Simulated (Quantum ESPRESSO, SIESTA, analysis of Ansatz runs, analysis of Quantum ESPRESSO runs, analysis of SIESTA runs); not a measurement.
# Levels of P_C in SiC (F-43m), rung by rung (SIESTA and Quantum ESPRESSO), part 3 of 3

Question: at which Fermi levels does P_C in SiC (F-43m) change its charge, and how much of the answer depends on the basis and the program? The model is a cell of 54 host atoms with 1 C taken out and 1 P put in.

SIESTA and Quantum ESPRESSO ; SIESTA numerical-orbital DFT, PBEsol, DZP basis, PseudoDojo 0.4.1 potentials converted to PSML; charged supercells in a uniform background, point-charge correction with alignment at far sites.

So far. Step 2 (Band edges): The gap at this level is 1.23 eV.

## Step 3: Relaxing each charge state (continued)

Level of this step: SIESTA numerical-orbital DFT, PBEsol, DZP basis, PseudoDojo 0.4.1 potentials converted to PSML; relaxation of all atoms of a defect supercell (SIESTA).

The states that were run, at 2×2×2 shifted by half a step, on 1 MPI rank of Arm Neoverse V1, shared host:

| charge | moment (μB) | outcome | structures computed | largest displacement of a host atom from its site (Å) | lowest empty less highest filled level (eV) | time |
| --- | --- | --- | --- | --- | --- | --- |
| +1 | 0 | converged | 8 | 0.25 | 1.69 | 29 min |
| −1 | 0 | converged | 8 | 0.26 | 0.18 | 29 min |
| 0 | 1 | converged | 8 | 0.25 | -0.37 | 52 min |

At charge 0 filled and empty levels, counted over both spins and all k-points, touch or overlap: the last carrier shares a level or a band, or the held moment keeps an electron of one spin above an empty level of the other.

Against the host's sites the lattice moves most at charge −1 (0.26 Å); the smallest move among the states is 0.25 Å.

## Step 4: Corrections and levels

A charged cell interacts with its images and the background. The point-charge term, screened by the static dielectric constant, takes that out, and the potential far from the defect is aligned with the host's. Chemical potentials: C (diamond), P (black phosphorus) and Si (diamond), run alike.

By state, in eV; the first energy still holds the atoms taken out or put in:

| charge | moment (μB) | energy over the host, electrons at the valence top | point-charge term | potential shift at far sites | its spread | correction |
| --- | --- | --- | --- | --- | --- | --- |
| −1 | 0 | -20.976 | 0.241 | 0.026 | 0.073 | 0.214 |
| 0 | 1 | -22.679 | 0.000 | - | - | 0.000 |
| +1 | 0 | -24.364 | 0.241 | -0.118 | 0.068 | 0.122 |

Potentials at atomic sites for charge −1, some of the atoms; distances and the model charge refer to the site on which the defect was built:

| atom | distance from that site (Å) | potential less the host's (eV) | point-charge model (eV) |
| --- | --- | --- | --- |
| Si33 | 2.136 | -0.426 | 0.188 |
| C44 | 3.127 | -0.268 | 0.011 |
| C24 | 3.129 | -0.269 | 0.011 |
| C46 | 3.133 | -0.238 | 0.010 |
| Si51 | 3.634 | -0.012 | -0.036 |
| Si31 | 3.638 | -0.021 | -0.036 |
| C42 | 4.374 | -0.031 | -0.081 |
| Si9 | 4.766 | -0.128 | -0.067 |
| C8 | 5.353 | -0.074 | -0.081 |
| C20 | 5.357 | -0.074 | -0.081 |
| Si5 | 5.680 | 0.015 | -0.099 |

Over the charge states the far sites scatter by a standard deviation of up to 0.07 eV about the model once its mean shift is taken off, which is the uncertainty of the alignment.

Limit set by the element alone; other compounds of these elements are not counted. Chemical potentials from the elements' reference states: C 0.00 eV, Si -0.50 eV, P 0.00 eV. Formation energy by charge state (C-rich; gap 1.23 eV):

| charge | at valence top (eV) | at conduction bottom (eV) | correction included (eV) |
| --- | --- | --- | --- |
| +1 | 0.69 | 1.93 | 0.12 |
| 0 | 2.26 | 2.26 | 0.00 |
| −1 | 4.17 | 2.94 | 0.21 |

Fermi level (eV), lowest formation energy (eV) and a bar from the least value:
```
     0.00       0.69 
     0.11       0.81 ###
     0.22       0.92 #####
     0.34       1.03 ########
     0.45       1.14 ###########
     0.56       1.25 ##############
     0.67       1.37 ################
     0.79       1.48 ###################
     0.90       1.59 ######################
     1.01       1.70 #########################
     1.12       1.82 ###########################
     1.23       1.93 ##############################
```

Limit set by the element alone; other compounds of these elements are not counted. Chemical potentials from the elements' reference states: Si 0.00 eV, C -0.50 eV, P 0.00 eV. Formation energies (Si-rich), with the Fermi level at the valence top and at the conduction bottom (gap 1.23 eV):

| charge | at valence top (eV) | at conduction bottom (eV) | correction included (eV) |
| --- | --- | --- | --- |
| +1 | 0.19 | 1.43 | 0.12 |
| 0 | 1.76 | 1.76 | 0.00 |
| −1 | 3.67 | 2.44 | 0.21 |

| Fermi level (eV) | lowest formation energy (eV) |
| --- | --- |
| 0.00 | 0.19 |
| 0.11 | 0.31 |
| 0.22 | 0.42 |
| 0.34 | 0.53 |
| 0.45 | 0.64 |
| 0.56 | 0.75 |
| 0.67 | 0.87 |
| 0.79 | 0.98 |
| 0.90 | 1.09 |
| 1.01 | 1.20 |
| 1.12 | 1.32 |
| 1.23 | 1.43 |

So at this level: (+1/0) at 1.56 eV (1.68 without the correction) and (0/−1) at 1.92 eV (1.70 without the correction), in a gap of 1.23 eV. (+1/0) and (0/−1) lie outside the gap, so the charge beyond is not the lowest at any Fermi level in the gap, within the error of the correction. At charge 0, 59 % of the majority spin lies within 4 Å of the centre, against 59 % for an even spread, which points to a carrier spread as in a band; the levels next to it are then no levels of a bound state.

## Step 5: Quantum ESPRESSO, plane waves, PBEsol, 2×2×2

The same functional and the same PseudoDojo potentials in plane waves, on the same structures: what changes is the basis alone.

The input, pw.in:

```
&CONTROL
  calculation = 'scf'
  prefix = 'pwscf'
  outdir = './tmp'
  pseudo_dir = './pseudo'
  tprnfor = .true.
  disk_io = 'low'
/
&SYSTEM
  ibrav = 0
  nat = 54
  ntyp = 3
  ecutwfc = 82
  nbnd = 113
  occupations = 'smearing'
  smearing = 'fd'
  degauss = 0.00073499
  tot_charge = -1
  nosym = .true.
/
&ELECTRONS
  conv_thr = 5d-08
  electron_maxstep = 100
  mixing_beta = 0.5
/
ATOMIC_SPECIES
Si    28.0850 Si.upf
C     12.0110 C.upf
P     30.9738 P.upf
CELL_PARAMETERS angstrom
   0.0000030000    6.5644080000    6.5644080000
   6.5644080000    0.0000030000    6.5644080000
   6.5644080000    6.5644080000    0.0000030000
ATOMIC_POSITIONS crystal
Si     0.0001753399   -0.0002335319   -0.0012391067
C      0.0833953155    0.0831904226    0.0825833608
[... 13 atom lines left out ...]
C      0.0800920459    0.7527892667    0.4162751424
[... 10 atom lines left out ...]
Si     0.3222442175    0.3213957019    0.3214485627
P      0.4163768273    0.4153905993    0.4170993604
Si     0.3218987835    0.3220137977    0.7001277319
[... 3 atom lines left out ...]
Si     0.3234851421    0.6984129535    0.3220449506
[... 11 atom lines left out ...]
Si     0.6994252311    0.3219305457    0.3225499469
[... 8 atom lines left out ...]
C      0.7502079969    0.7496812165    0.7493060112
K_POINTS automatic
2 2 2 1 1 1
```

The input, pp_potential.in:

```
&INPUTPP
  prefix = 'pwscf'
  outdir = './tmp'
  filplot = 'potential.dat'
  plot_num = 11
/
&PLOT
  nfile = 1
  filepp(1) = 'potential.dat'
  iflag = 3
  output_format = 6
  fileout = 'potential.cube'
/
```

The run is started by

```console
OMP_NUM_THREADS=1 pw.x -in pw.in > pw.out
OMP_NUM_THREADS=1 pp.x -in pp_potential.in > pp_potential.out
```

What it wrote:

```text
This program is part of the open-source Quantum ESPRESSO suite
     for quantum simulation of materials; please cite
         "P. Giannozzi et al., J. Phys.:Condens. Matter 21 395502 (2009);
         "P. Giannozzi et al., J. Phys.:Condens. Matter 29 465901 (2017);
         "P. Giannozzi et al., J. Chem. Phys. 152 154105 (2020);
          URL
     in publications or presentations arising from this work. More details at

     Subspace diagonalization in iterative solution of the eigenvalue problem:
     a serial algorithm will be used

     G-vector sticks info
     --------------------
     sticks:   dense  smooth     PW     G-vecs:    dense   smooth      PW
     Sum        6961    6961   1813               383135   383135   51253

     Using Slab Decomposition

     bravais-lattice index     =            0
     lattice parameter (alat)  =      17.5432  a.u.
     unit-cell volume          =    3817.7985 (a.u.)^3
     number of atoms/cell      =           54
     number of atomic types    =            3
     number of electrons       =       218.00
     number of Kohn-Sham states=          113
     kinetic-energy cutoff     =      82.0000  Ry
     charge density cutoff     =     328.0000  Ry
     scf convergence threshold =      5.0E-08
     mixing beta               =       0.5000
     number of iterations used =            8  plain     mixing
     Exchange-correlation= PBESOL
                           (   1   4  10   8   0   0   0)

     celldm(1)=  17.543225  celldm(2)=   0.000000  celldm(3)=   0.000000
     celldm(4)=   0.000000  celldm(5)=   0.000000  celldm(6)=   0.000000

     crystal axes: (cart. coord. in units of alat)
               a(1) = (   0.000000   0.707107   0.707107 )
               a(2) = (   0.707107   0.000000   0.707107 )
               a(3) = (   0.707107   0.707107   0.000000 )

     reciprocal axes: (cart. coord. in units 2 pi/alat)
               b(1) = ( -0.707107  0.707107  0.707107 )
               b(2) = (  0.707107 -0.707107  0.707107 )
               b(3) = (  0.707107  0.707107 -0.707107 )

     PseudoPot. # 1 for Si read from file:
     Si.upf
     Pseudo is Norm-conserving + core correction, Zval =  4.0
     Generated using ONCVPSP code by D. R. Hamann
     Using radial grid of 1510 points,  6 beta functions with:
                l(1) =   0
                l(2) =   0
                l(3) =   1
                l(4) =   1
                l(5) =   2
                l(6) =   2

     PseudoPot. # 2 for C  read from file:
     C.upf
     Pseudo is Norm-conserving + core correction, Zval =  4.0
     Generated using ONCVPSP code by D. R. Hamann
     Using radial grid of 1248 points,  4 beta functions with:
[...]
PseudoPot. # 3 for P  read from file:
     P.upf
     Pseudo is Norm-conserving + core correction, Zval =  5.0
     Generated using ONCVPSP code by D. R. Hamann
     Using radial grid of 1298 points,  6 beta functions with:
[...]
l(4) =   1
                l(5) =   2
                l(6) =   2

     atomic species   valence    mass     pseudopotential
     Si                4.00    28.08500     Si( 1.00)
     C                 4.00    12.01100     C ( 1.00)
     P                 5.00    30.97380     P ( 1.00)

     No symmetry found

   Cartesian axes

     site n.     atom                  positions (alat units)
         1        Si     tau(   1) = (  -0.0010413  -0.0007522  -0.0000411  )
         2        C      tau(   2) = (   0.1172198   0.1173647   0.1177939  )
         3        Si     tau(   3) = (   0.2351574   0.2357518   0.0004560  )
         4        C      tau(   4) = (   0.3529950   0.3537648   0.1178380  )
         5        Si     tau(   5) = (   0.4708295   0.4711176  -0.0001730  )
         6        C      tau(   6) = (   0.5886433   0.5887362   0.1181842  )
         7        Si     tau(   7) = (   0.2356446  -0.0000713   0.2356963  )
[...]
iteration #  3     ecut=    82.00 Ry     beta= 0.50
     Davidson diagonalization with overlap
     ethr =  1.90E-04,  avg # of iterations = 12.0

     total energy              =    -554.66638438 Ry
     estimated scf accuracy    <       0.11613917 Ry

     iteration #  4     ecut=    82.00 Ry     beta= 0.50
     Davidson diagonalization with overlap
     ethr =  5.33E-05,  avg # of iterations =  7.8

     total energy              =    -554.68015882 Ry
     estimated scf accuracy    <       0.02038560 Ry

     iteration #  5     ecut=    82.00 Ry     beta= 0.50
     Davidson diagonalization with overlap
     c_bands:  1 eigenvalues not converged
     ethr =  9.35E-06,  avg # of iterations = 11.8

     total energy              =    -554.68253260 Ry
     estimated scf accuracy    <       0.00937255 Ry

     iteration #  6     ecut=    82.00 Ry     beta= 0.50
     Davidson diagonalization with overlap
     ethr =  4.30E-06,  avg # of iterations =  2.0

     total energy              =    -554.68208731 Ry
     estimated scf accuracy    <       0.00173309 Ry

[...]
total energy              =    -554.68296729 Ry
[...]
total energy              =    -554.68292815 Ry
[...]
total energy              =    -554.68298024 Ry
[...]
iteration # 10     ecut=    82.00 Ry     beta= 0.50
     Davidson diagonalization with overlap
     ethr =  1.31E-08,  avg # of iterations =  2.0

     total energy              =    -554.68298055 Ry
     estimated scf accuracy    <       0.00000385 Ry

     iteration # 11     ecut=    82.00 Ry     beta= 0.50
     Davidson diagonalization with overlap
     ethr =  1.77E-09,  avg # of iterations =  5.8

     total energy              =    -554.68298243 Ry
     estimated scf accuracy    <       0.00000177 Ry

     iteration # 12     ecut=    82.00 Ry     beta= 0.50
     Davidson diagonalization with overlap
     ethr =  8.11E-10,  avg # of iterations =  4.5

     End of self-consistent calculation

          k = 0.1768 0.1768 0.1768 ( 47834 PWs)   bands (ev):

    -5.8663  -4.8113  -4.1718  -4.1708  -4.0898  -3.7958  -3.7950  -3.7235
    -3.5142  -3.5136  -3.4388  -2.9667  -2.5226  -2.5219  -2.4159  -2.1130
    -2.1123  -2.0053  -1.4572  -1.3533  -1.3526  -1.3359  -1.3353  -1.2201
    -1.1427  -1.1423  -0.9700   1.5463   1.9977   2.0044   2.0703   2.1033
     2.1073   2.1140   2.1164   2.1754   2.1785   2.3802   2.4086   2.4097
     2.6959   2.7050   2.7052   3.3435   3.3442   3.4263   3.8297   3.8313
[...]
12.3641

          k =-0.1768-0.1768 0.5303 ( 47855 PWs)   bands (ev):

[...]
12.8115

          k =-0.1768 0.5303-0.1768 ( 47855 PWs)   bands (ev):

[...]
12.8088

          k =-0.5303 0.1768 0.1768 ( 47855 PWs)   bands (ev):

[...]
7.4682   7.4737   7.5589   7.6080   7.7589   7.7994   7.8365   7.8630
     7.8927   7.9372   7.9691   8.0706   8.1889   8.2332   8.5198   8.6830
     8.7360   8.7772   9.0282   9.2472  11.0415  12.2056  12.3075  12.7172
    12.8100

     the Fermi energy is    11.5875 ev

!    total energy              =    -554.68298271 Ry
     estimated scf accuracy    <       0.00000003 Ry
     smearing contrib. (-TS)   =      -0.00000174 Ry
     internal energy E=F+TS    =    -554.68298097 Ry

     The total energy is F=E-TS. E is the sum of the following terms:
     one-electron contribution =     155.71949526 Ry
     hartree contribution      =      61.14964946 Ry
     xc contribution           =    -203.45378190 Ry
     ewald contribution        =    -568.09834379 Ry

     convergence has been achieved in  12 iterations

     Forces acting on atoms (cartesian axes, Ry/au):

     atom    1 type  1   force =     0.00021583    0.00042491   -0.00022978
     atom    2 type  2   force =     0.00005952    0.00053515    0.00024031
     atom    3 type  1   force =     0.00009849    0.00006838   -0.00061874
     atom    4 type  2   force =     0.00027990   -0.00021856   -0.00022805
     atom    5 type  1   force =     0.00001120    0.00035175   -0.00028084
     atom    6 type  2   force =     0.00001960    0.00056054   -0.00004390
[...]
atom   52 type  2   force =     0.00009450   -0.00045749    0.00004242
     atom   53 type  1   force =     0.00015835    0.00025030   -0.00024174
     atom   54 type  2   force =     0.00021983    0.00043714    0.00048881

     Total force =     0.008193     Total SCF correction =     0.000264

=------------------------------------------------------------------------------=
   JOB DONE.
=------------------------------------------------------------------------------=
```

Wall time 25 min (1 MPI rank of Arm Neoverse V1, shared host); peak memory 1.6 GiB.

On the kept structures the largest force at this level is 0.08 eV/Å, so they are close to rest here too.

At charge 0 filled and empty levels, counted over both spins and all k-points, touch or overlap: the last carrier shares a level or a band, or the held moment keeps an electron of one spin above an empty level of the other.

By state, in eV; the first energy still holds the atoms taken out or put in:

| charge | moment (μB) | energy over the host, electrons at the valence top | point-charge term | potential shift at far sites | its spread | correction |
| --- | --- | --- | --- | --- | --- | --- |
| −1 | 0 | -20.898 | 0.241 | 0.224 | 0.072 | 0.017 |
| 0 | 1 | -22.814 | 0.000 | - | - | 0.000 |
| +1 | 0 | -24.710 | 0.241 | 0.078 | 0.068 | 0.319 |

Against the first level the gap goes from 1.23 to 1.25 eV, and the level that moves most, (0/−1), from 1.92 to 1.93 eV.

## Step 6: Side by side

Gap and levels in eV, each above its own valence top, and the processor time of the defect runs (shared machines):

| level of method | gap | (+1/0) | (0/−1) | runs | core time |
| --- | --- | --- | --- | --- | --- |
| SIESTA, PBEsol, DZP, 2×2×2 | 1.23 | 1.56 | 1.92 | relaxations | 1.8 h |
| Quantum ESPRESSO, plane waves, PBEsol, 2×2×2 | 1.25 | 1.58 | 1.93 | single points | 1.9 h |

Values below zero or above the gap of their row lie outside the gap.

## Step 7: Summary of results

```
gap of the host (SIESTA, PBEsol)                            : 1.23 eV
largest difference in a level, orbitals against plane waves : 0.02 eV
difference in the gap, orbitals less plane waves            : -0.02 eV
```

In words: At the level trusted most (SIESTA, PBEsol, DZP, 2×2×2) no transition falls inside the gap of 1.23 eV: charge +1 is lowest across it. Orbitals and plane waves agree on the levels within 0.02 eV ((0/−1) differs most) and on the gap within 0.02 eV, so the orbital basis serves for these levels. Of the charges placed (−1, 0 and +1), +1 is the lowest from 0.02 eV above the valence top to 0.02 eV below the conduction bottom, a gap of 1.23 eV. (+1/0) and (0/−1) reach a band edge before or after the correction; the carrier may then sit in a band, where the point-charge correction doesn't apply and the value depends on how these k-points fill the band, which is not corrected here. Only the charges −1, 0 and +1 were placed; others may be stable too. Compounds of P with the host's elements are not counted; they lower the chemical potential of the dopant and raise these formation energies. What this leaves open: PBEsol makes the gap too small and tends to spread out bound carriers.

Computed beside measured:

```
                         quantity  measured  PBEsol PseudoDojo, SIESTA  PBEsol PseudoDojo, Quantum ESPRESSO
band gap (gap on the k-mesh) (eV)       2.4            1.23 (-1.17 eV)                      1.25 (-1.15 eV)
```

Measured values from pmc:7200658 (2020).

**Verdict.** For the band gap, of the levels listed nearest comes PBEsol PseudoDojo, Quantum ESPRESSO (-1.15 eV) and farthest PBEsol PseudoDojo, SIESTA (-1.17 eV). Local and semilocal functionals usually give gaps below the measured ones. The computed gap is read on a k-mesh, which can miss the band edges. Zero-point and thermal motion shift the measured gap.

[Logs are printed without paths, hosts, clocks, repeated set-up lines and the standing remarks that a program may print on its own settings, such as how far it seeks lower states.]

[Hosts, paths, dates, database ids (printed as entryN), source tags and the programs' standing remarks are cut or masked in the printed files.]

[For some hosts the program warned that the k-mesh of the response run may be too coarse for force constants and the static dielectric constant; such warnings are not shown here.]

[Charge tables in the logs are Mulliken or Hirshfeld populations, whose sizes and signs can differ; where basis functions stand at a vacancy, SIESTA counts their charge against the missing atom's valence.]

[In relaxation paths of CP2K, step 0 can be the structure after the first move, since the trajectory file begins there, and the last row can be the final structure solved once more.]
